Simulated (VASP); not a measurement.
# CdTe (F-43m) in VASP: settings compared

One crystal, CdTe, is run at these levels: r2SCAN, r2SCAN+rVV10; tasks: relaxation of cell and atoms.

All numbers are computed with VASP 6.6.1; they aren't measurements. Logs are shortened: lines on timing, memory, paths and dates and some standing lists are left out, and cuts for length are marked.

### 1 The crystal as given

Symmetry: F-43m, No. 216, cubic system. The conventional cell has a = 6.564 Å, b = 6.564 Å, c = 6.564 Å, α = 90.00°, β = 90.00°, γ = 90.00°. Cd (site symmetry -43m) has 4 Te at 2.84 Å as nearest neighbours. Te (site symmetry -43m) is surrounded by 4 Cd at 2.84 Å.

The cell is a database's computed one.

### 2 Relaxation of cell and atoms, r2SCAN

Contents of INCAR:

```
SYSTEM = CdTe
PREC = Accurate
ENCUT = 600
EDIFF = 1E-7
ISMEAR = 0
SIGMA = 0.02
LREAL = .False.
LASPH = .True.
NELM = 80
ALGO = Normal
ISIF = 3
LWAVE = .False.
LCHARG = .False.
METAGGA = R2SCAN
LMIXTAU = .True.
IBRION = 2
NSW = 90
EDIFFG = -0.005
```

Contents of KPOINTS:

```
regular mesh
0
Gamma
  10 10 10
  0 0 0
```

Contents of POSCAR:

```
CdTe
1.0
    0.0000000000      3.2821135600      3.2821135600
    3.2821135600      0.0000000000      3.2821135600
    3.2821135600      3.2821135600      0.0000000000
Cd Te
1 1
Direct
    0.0000000000      0.0000000000      0.0000000000
    0.7500000000      0.7500000000      0.7500000000
```

Potentials or basis: VASP PAW PBE potentials, release 64 (Cd, Te).

Started as:

```bash
$ cat potpaw_PBE.64/Cd/POTCAR potpaw_PBE.64/Te/POTCAR > POTCAR
$ mpirun -np 1 vasp_std > vasp.out
```

OUTCAR:

```text
SYSTEM = CdTe
   PREC = Accurate
   ENCUT = 600
   EDIFF = 1E-7
   ISMEAR = 0
   LREAL = .False.
   LASPH = .True.
   NELM = 80
   ISIF = 3
   METAGGA = R2SCAN
   IBRION = 2
   NSW = 90
   EDIFFG = -0.005

 ion  position               nearest neighbor table
   1  0.000  0.000  0.000-   2 2.84   2 2.84   2 2.84   2 2.84
   2  0.750  0.750  0.750-   1 2.84   1 2.84   1 2.84   1 2.84

  LATTYP: Found a face centered cubic cell.
 ALAT       =     6.5642271200

  Lattice vectors:

 A1 = (   0.0000000000,   3.2821135600,   3.2821135600)
 A2 = (   3.2821135600,   0.0000000000,   3.2821135600)
 A3 = (   3.2821135600,   3.2821135600,   0.0000000000)

Analysis of symmetry for initial positions (statically):
=====================================================================
 Subroutine PRICEL returns:
 Original cell was already a primitive cell.

 Routine SETGRP: Setting up the symmetry group for a
 face centered cubic supercell.

 Subroutine GETGRP returns: Found 24 space group operations
 (whereof 24 operations were pure point group operations)
 out of a pool of 48 trial point group operations.

The static configuration has the point symmetry T_d .

Analysis of symmetry for dynamics (positions and initial velocities):
=====================================================================
 Subroutine PRICEL returns:
 Original cell was already a primitive cell.

 Routine SETGRP: Setting up the symmetry group for a
 face centered cubic supercell.

 Subroutine GETGRP returns: Found 24 space group operations
 (whereof 24 operations were pure point group operations)
 out of a pool of 48 trial point group operations.

The dynamic configuration has the point symmetry T_d .

 Subroutine INISYM returns: Found 24 space group operations
 (whereof 24 operations are pure point group operations),
 and found     1 'primitive' translations

----------------------------------------------------------------------------------------

                                     Primitive cell

  volume of cell :      70.7116

  direct lattice vectors                    reciprocal lattice vectors
     0.000000000  3.282113560  3.282113560    -0.152340859  0.152340859  0.152340859
     3.282113560  0.000000000  3.282113560     0.152340859 -0.152340859  0.152340859
     3.282113560  3.282113560  0.000000000     0.152340859  0.152340859 -0.152340859

  length of vectors
     4.641609510  4.641609510  4.641609510     0.263862108  0.263862108  0.263862108

  position of ions in fractional coordinates (direct lattice)
     0.000000000  0.000000000  0.000000000
     0.750000000  0.750000000  0.750000000

  ion indices of the primitive-cell ions
   primitive index   ion index
                 1           1
                 2           2

----------------------------------------------------------------------------------------

 KPOINTS: regular mesh

Automatic generation of k-mesh.
 Grid dimensions read from file:
 generate k-points for:   10   10   10

 Generating k-lattice:

  Cartesian coordinates                     Fractional coordinates (reciprocal lattice)
    -0.015234086  0.015234086  0.015234086     0.100000000  0.000000000  0.000000000
     0.015234086 -0.015234086  0.015234086     0.000000000  0.100000000  0.000000000
     0.015234086  0.015234086 -0.015234086     0.000000000  0.000000000  0.100000000

  Length of vectors
     0.026386211  0.026386211  0.026386211

  Shift w.r.t. Gamma in fractional coordinates (k-lattice)
     0.000000000  0.000000000  0.000000000

 Subroutine IBZKPT returns following result:
 ===========================================

[... 60 lines left out ...]
   EMIN   =  10.00;   EMAX   =-10.00  energy-range for DOS
   EFERMI =   0.00;   METHOD = LEGACY
   ISMEAR =     0;   SIGMA  =   0.02  broadening in eV -4-tet -1-fermi 0-gaus
   EFERMI_NEDOS =   21; number of points for ismear=-14 and -15
   IALGO  =     38    algorithm
   IMIX   =      4    mixing-type and parameters
     AMIX     =   0.40;   BMIX     =  1.00
     AMIX_MAG =   1.60;   BMIX_MAG =  1.00
  volume/ion in A,a.u.               =      35.36       238.59
  Fermi-wavevector in a.u.,A,eV,Ry     =   1.037533  1.960654 14.646338  1.076475
  Thomas-Fermi vector in A             =   2.171976
   LORBIT       =      0    0 simple, 1 ext, 2 COOP (PROOUT), +10 PAW based schemes
   METAGGA = R2SCAN    functional components
   LHFCALC =     F    Hartree Fock is set to
   AEXX    =    0.0000 exact exchange contribution
   IVDW    =     0    specifies the selected vdW correction
   LEPSILON=     F    determine dielectric tensor
   LRPA    =     F    only Hartree local field effects (RPA)
 conjugate gradient relaxation of ions
 non-spin polarized calculation
 Gauss-broadening in eV      SIGMA  =   0.02
  energy-cutoff  :      600.00
  volume of cell :       70.71
 maximum number of plane-waves:      2397
 NGX is ok and might be reduce to    40
   NGX = 19   NGY = 19   NGZ = 19

--------------------------------------- Ionic step        1  -------------------------------------------

 number of electron      17.9999999 magnetization

 Free energy of the ion-electron system (eV)
  ---------------------------------------------------
  ext. energy  EPLUGINS =         0.00000000
  ---------------------------------------------------
  free energy    TOTEN  =       -46.64615427 eV

  energy without entropy =      -46.64615427  energy(sigma->0) =      -46.64615427

------------------------ aborting loop because EDIFF is reached ----------------------------------------

  FORCE on cell =-STRESS in cart. coord.  units (eV):
  Direction    XX          YY          ZZ          XY          YZ          ZX
  --------------------------------------------------------------------------------------
  -------------------------------------------------------------------------------------
  Total       -0.0258498     -0.0258498     -0.0258498     -0.0000000     -0.0000000      0.0000000
  in kB       -0.5857013     -0.5857013     -0.5857013     -0.0000000     -0.0000000      0.0000000
  external PRESSURE =      -0.5857013 kB  Pullay stress =       0.0000000 kB

 VOLUME and BASIS-vectors are now :
 -----------------------------------------------------------------------------
  energy-cutoff  :      600.00
  volume of cell :       70.71
      direct lattice vectors                 reciprocal lattice vectors
     0.000000000  3.282113560  3.282113560    -0.152340859  0.152340859  0.152340859
     3.282113560  0.000000000  3.282113560     0.152340859 -0.152340859  0.152340859
     3.282113560  3.282113560  0.000000000     0.152340859  0.152340859 -0.152340859

 POSITION                                       TOTAL-FORCE (eV/Angst)
 -----------------------------------------------------------------------------------
      0.00000      0.00000      0.00000        -0.000000     -0.000000      0.000000
      4.92317      4.92317      4.92317         0.000000      0.000000     -0.000000
 -----------------------------------------------------------------------------------
    total drift:                                0.000001      0.000001      0.000001

  FREE ENERGIE OF THE ION-ELECTRON SYSTEM (eV)
  ---------------------------------------------------
  free  energy   TOTEN  =       -46.6461542685 eV

  energy  without entropy=      -46.6461542685  energy(sigma->0) =      -46.64615427

--------------------------------------- Ionic step        2  -------------------------------------------

 number of electron      17.9999999 magnetization

 Free energy of the ion-electron system (eV)
  ---------------------------------------------------
  ext. energy  EPLUGINS =         0.00000000
  ---------------------------------------------------
  free energy    TOTEN  =       -46.64617592 eV

  energy without entropy =      -46.64617592  energy(sigma->0) =      -46.64617592

 E-fermi :   1.8600     XC(G=0):  -8.9359

 val. band max:        1.7738267785   @ k =   0.0000   0.0000   0.0000
 cond. band min:       2.9277560836   @ k =   0.0000   0.0000   0.0000
 fundamental gap:      1.1539293051
 Fermi energy:         1.8599541504

 k-point     1 :       0.0000    0.0000    0.0000
  band No.  band energies     occupation
      1      -9.5439      2.00000
      2      -6.6696      2.00000
      3      -6.6696      2.00000
      4      -6.6696      2.00000
      5      -6.4132      2.00000
      6      -6.4132      2.00000
      7       1.7738      2.00000
      8       1.7738      2.00000
      9       1.7738      2.00000
     10       2.9278      0.00000
     11       6.8291      0.00000
     12       6.8291      0.00000
     13       6.8291      0.00000
[... 354 lines left out ...]
  band No.  band energies     occupation
      1      -9.1468      2.00000
      2      -6.5589      2.00000
      3      -6.5521      2.00000
      4      -6.4823      2.00000
      5      -6.3914      2.00000
      6      -6.1494      2.00000
      7      -1.7839      2.00000
      8       0.1525      2.00000
      9       0.3209      2.00000
     10       4.9665      0.00000
     11       5.4489      0.00000
     12       8.9228      0.00000
     13       9.6616      0.00000

 [... further k-points ...]

------------------------ aborting loop because EDIFF is reached ----------------------------------------

  FORCE on cell =-STRESS in cart. coord.  units (eV):
  Direction    XX          YY          ZZ          XY          YZ          ZX
  --------------------------------------------------------------------------------------
  -------------------------------------------------------------------------------------
  Total        0.0069223      0.0069223      0.0069223     -0.0000000      0.0000000      0.0000000
  in kB        0.1571391      0.1571391      0.1571391     -0.0000000      0.0000000      0.0000000
  external PRESSURE =       0.1571391 kB  Pullay stress =       0.0000000 kB

 VOLUME and BASIS-vectors are now :
 -----------------------------------------------------------------------------
  energy-cutoff  :      600.00
  volume of cell :       70.58
      direct lattice vectors                 reciprocal lattice vectors
    -0.000000000  3.280067063  3.280067063    -0.152435908  0.152435908  0.152435908
     3.280067063 -0.000000000  3.280067063     0.152435908 -0.152435908  0.152435908
     3.280067063  3.280067063  0.000000000     0.152435908  0.152435908 -0.152435908

 POSITION                                       TOTAL-FORCE (eV/Angst)
 -----------------------------------------------------------------------------------
      3.28007      6.56013      3.28007         0.000000      0.000000      0.000000
      4.92010      4.92010      4.92010        -0.000000     -0.000000     -0.000000
 -----------------------------------------------------------------------------------
    total drift:                                0.000001      0.000001      0.000001

  FREE ENERGIE OF THE ION-ELECTRON SYSTEM (eV)
  ---------------------------------------------------
  free  energy   TOTEN  =       -46.6461759212 eV

  energy  without entropy=      -46.6461759212  energy(sigma->0) =      -46.64617592

 reached required accuracy - stopping structural energy minimisation
```

Run time: 5 min. Hardware: 1 thread of Intel Xeon Platinum 8375C at 2.90GHz (Ice Lake), shared host; peak memory 0.3 GiB.

What came out:

| Item | Value |
| --- | --- |
| Free energy | -46.6462 eV |
| Relaxed volume | 35.29 Å³/atom |
| Relaxed cell | a = 4.639 Å, b = 4.639 Å, c = 4.639 Å, α = 60.00°, β = 60.00°, γ = 60.00° |
| Space group after relaxing (to 0.05 Å) | F-43m (No. 216) |
| Energy gained by relaxing | 0.0 meV/atom |
| Ionic steps | 2 |
| Pressure after relaxing | 0.0 GPa |
| Band gap on the k mesh | 1.15 eV, direct |

Final structure:
```xyz
2
Lattice="0.0000 3.2801 3.2801 3.2801 0.0000 3.2801 3.2801 3.2801 0.0000" Properties=species:S:1:pos:R:3 pbc="T T T"
Cd    3.2801    6.5601    3.2801
Te    4.9201    4.9201    4.9201
```

Caveat: the PAW data sets were made with another functional, which shifts forces and pressure a little; spin-orbit coupling is left out, which moves the levels of the heavy elements. r2SCAN opens gaps a little over a GGA but as a rule still falls short of measured ones.

### 3 Relaxation of cell and atoms, r2SCAN+rVV10

INCAR: that of step 2 with these lines changed.

```diff
@@ -15,2 +15,6 @@
 LMIXTAU = .True.
+LUSE_VDW = .True.
+IVDW_NL = 2
+BPARAM = 11.95
+CPARAM = 0.0093
 IBRION = 2
```

KPOINTS is that of step 2.

POSCAR is that of step 2.

Potentials or basis: VASP PAW PBE potentials, release 64 (Cd, Te).

Started as:

```bash
$ cat potpaw_PBE.64/Cd/POTCAR potpaw_PBE.64/Te/POTCAR > POTCAR
$ mpirun -np 1 vasp_std > vasp.out
```

It took 12 min on 1 thread of Intel Xeon Platinum 8375C at 2.90GHz (Ice Lake), shared host; peak memory 0.52 GiB.

It converged, with:

```
Free energy                            : -46.0065 eV
Relaxed volume                         : 34.76 Å³/atom
Relaxed cell                           : a = 4.615 Å, b = 4.615 Å, c = 4.615 Å, α = 60.00°, β = 60.00°, γ = 60.00°
Space group after relaxing (to 0.05 Å) : F-43m (No. 216)
Energy gained by relaxing              : 1.3 meV/atom
Ionic steps                            : 3
Pressure after relaxing                : 0.0 GPa
Band gap on the k mesh                 : 1.16 eV, direct
```

The path:
```
step  energy change (eV)  largest force (eV/Å)  pressure (GPa)  volume (Å³)
   1              0.0000                0.0000           -0.69        70.71
   2             -0.0024                0.0000            0.22        69.17
   3             -0.0026                0.0000            0.00        69.52
```

Final structure:
```cif
data_structure
_symmetry_space_group_name_H-M 'P 1'
_symmetry_Int_Tables_number 1
_cell_length_a 4.6155
_cell_length_b 4.6155
_cell_length_c 4.6155
_cell_angle_alpha 60.000
_cell_angle_beta 60.000
_cell_angle_gamma 60.000
_cell_volume 69.52
loop_
_atom_site_label
_atom_site_type_symbol
_atom_site_fract_x
_atom_site_fract_y
_atom_site_fract_z
_atom_site_occupancy
Cd1 Cd 0.00000 0.00000 0.00000 1
Te1 Te 0.75000 0.75000 0.75000 1
```

Levels at points of the mesh, in eV from the valence-band top:
| k point | band 6 | band 7 | band 8 | band 9 | band 10 | band 11 | band 12 | band 13 |
| --- | --- | --- | --- | --- | --- | --- | --- | --- |
| (0.00, 0.00, 0.00) | -8.21 | 0.00 | 0.00 | 0.00 | 1.16 | 5.02 | 5.02 | 5.02 |
| (0.50, 0.00, 0.00) | -7.85 | -4.39 | -0.76 | -0.76 | 2.17 | 5.56 | 5.56 | 7.28 |
| (0.50, 0.50, 0.00) | -7.71 | -4.26 | -1.85 | -1.85 | 2.84 | 2.95 | 9.27 | 9.68 |

Caveat: the PAW data sets were made with another functional, which shifts forces and pressure a little; spin-orbit coupling is left out, which moves the levels of the heavy elements. r2SCAN opens gaps a little over a GGA but as a rule still falls short of measured ones.
